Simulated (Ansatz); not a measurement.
**C: atoms shaken at random, then relaxed in the fixed cell**

Theory: DFT, PBE, all-electron LAPW, scalar-relativistic (Ansatz 0.2.0).

Command: `ansatz run input.yaml --threads 1 --pin off --max-ram 2048MiB --backend cpu --events-out ev --progress --plain --runs-dir out` The run took 2.2 min on 1 thread of Intel(R) Xeon(R) 6975P-C (Granite Rapids), with other jobs on the host.

```yaml
crystal:
  lattice:
    - [0.0, 2.127, 3.348]
    - [1.228, 0.0, 3.348]
    - [1.228, 2.127, 0.0]
  atoms:
    - { symbol: C, position: [0.26083375, 0.78278763, 0.19484055] }
    - { symbol: C, position: [0.79269087, 0.20625065, 0.85713603] }
kpoints:
  mp_grid: { grid: [11, 11, 11] }
scf:
  occupations: { method: fermi_dirac, width: 0.05 }
hamiltonian:
  xc: pbe
  pseudopotentials: { kind: all_electron, lapw: { basis_error: 0.001 } }
output:
  forces: true
  stress: true
relax:
  f_tol: 0.01
  max_steps: 80
```

The geometry is COD entry 9000046, unchecked; take it as a test cell. The listed cell was then made from it by scaling, straining or moving an atom.

Each frame lists Cartesian positions (Å) and forces (eV/Å). Free energies count from the first step, -2071.4246 eV.

The walk took 5 evaluations in all; steps that aren't listed are left out.

Step 1: E = 0.0 meV

```
C     1.2005    0.9692    3.4940     9.803  -8.713  -0.950
C     1.3058    3.5092    3.3445    -9.803   8.713   0.950
```

Step 2:

```
C     1.2310    0.9163    3.4214
C     1.2754    3.5621    3.4171
```

**Question.** Give the energy and forces of step 2.

**Answer.** E = -1364.6 meV
```
C     1.2310    0.9163    3.4214     3.503  -7.741  -0.054
C     1.2754    3.5621    3.4171    -3.503   7.741   0.054
```

**Question.** How does the relaxation end?

**Answer.** It converges, with a = 2.456 Å, b = 4.254 Å, c = 6.696 Å, α = 90.00°, β = 90.00°, γ = 90.00° (conventional cell, space group Fmmm). The last solve (at the final positions) gives E = -2280.0 meV:
```
C     1.2532    0.8215    3.4193     0.001   0.003   0.000
C     1.2532    3.6569    3.4192    -0.001  -0.003   0.000
```
